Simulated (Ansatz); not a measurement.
With HSE06 (plane waves, PAW; program Ansatz), GeTe in the trigonal phase (R3m; Ge on 3a, Te on 3a) relaxes to a = 4.178 Å, c = 11.009 Å.

It is gapped at this level: 0.75 eV (indirect).

An equation-of-state fit gives a bulk modulus of 33.2 GPa. Bader charges are Ge +0.46, Te -0.46 e.

The HSE06 relaxation kept the symmetry of its start. The hybrid was solved on a coarse mesh, the path and, where they were found, the r²SCAN edge points; its band edges are the extreme levels among these. Spin–orbit coupling is left out wherever it is not named.

Potentials: the later of the program's two PAW sets.
